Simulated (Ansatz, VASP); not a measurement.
**One calculation of WSe2, two programs**

INCAR

```
PREC = Accurate
ENCUT = 520
EDIFF = 1E-7
ISMEAR = 0
SIGMA = 0.05
LREAL = False
LASPH = True
NELM = 60
ALGO = Normal
ISIF = 2
LWAVE = False
LCHARG = False
GGA = PS
NBANDS = 35
```

The input KPOINTS:

```
Automatic mesh
0
Gamma
  9 9 2
```

File POSCAR:

```
WSe2
1.0
   -3.2711504052      0.0000000000      0.0000000000
   -1.6355752026     -2.8328993505      0.0000000000
    0.0000000000      0.0000000000     15.2206689562
W Se
2 4
Direct
    0.3333333333      0.3333333333      0.6514497980
    0.6666666667      0.6666666667      0.2171499327
    0.3333333333      0.3333333333      0.1071732037
    0.6666666667      0.6666666667      0.5414730690
    0.3333333333      0.3333333333      0.3271266617
    0.6666666667      0.6666666667      0.7614265270
```

Input for Ansatz:

```yaml
crystal:
  lattice:
    - [-3.2711504052, 0.0, 0.0]
    - [-1.6355752026, -2.8328993505, 0.0]
    - [0.0, 0.0, 15.2206689562]
  atoms:
    - { symbol: W, position: [0.3333333333, 0.3333333333, 0.651449798] }
    - { symbol: W, position: [0.6666666667, 0.6666666667, 0.2171499327] }
    - { symbol: Se, position: [0.3333333333, 0.3333333333, 0.1071732037] }
    - { symbol: Se, position: [0.6666666667, 0.6666666667, 0.541473069] }
    - { symbol: Se, position: [0.3333333333, 0.3333333333, 0.3271266617] }
    - { symbol: Se, position: [0.6666666667, 0.6666666667, 0.761426527] }
basis:
  ecutwfc: 420
kpoints:
  mp_grid: { grid: [9, 9, 2] }
hamiltonian:
  xc: pbesol
scf:
  occupations: { method: gaussian, width: 0.05 }
output:
  forces: true
  stress: true
  eigenvalues: true
```

Alike in both runs: task single point; functional PBEsol; k mesh 9 × 9 × 2; occupations gaussian, width 0.05 eV; no spin polarisation.

|  | VASP | Ansatz |
| --- | --- | --- |
| version | VASP 6.6.1 | Ansatz 0.2.0 |
| potentials or method | VASP PAW PBE potentials, release 64 (W_sv, Se) | scalar-relativistic, plane waves, PAW |
| plane-wave cutoff (eV) | 520 | 420 |
| valence electrons in the cell | 52 | 92 |

Ansatz gave:

```
gap on the k mesh at the Fermi level (eV) : 1.46
least direct gap on the mesh (eV)         : 1.64
pressure (GPa)                            : -0.1
rms of the force components (eV/Å)        : 0.014
```

Task: Which values does VASP return?

Result: gap on the k mesh at the Fermi level (eV): 1.46; least direct gap on the mesh (eV): 1.64; pressure (GPa): 0.3; rms of the force components (eV/Å): 0.028.

Atom by atom the forces differ by 0.029 eV/Å (rms over components). The functional is the same, so the differences come from potentials, cutoffs and numerics. The two sets of potentials don't hold the same shells in valence.

Caveats: the PAW data sets were made with another functional, which shifts forces and pressure a little (VASP); spin-orbit coupling is left out, which moves the levels of the heavy elements; an odd mesh through Γ misses points on the zone boundary, where band edges often lie; this functional lacks dispersion, which binds the layers, so the pressure and a relaxed spacing across them are unreliable.
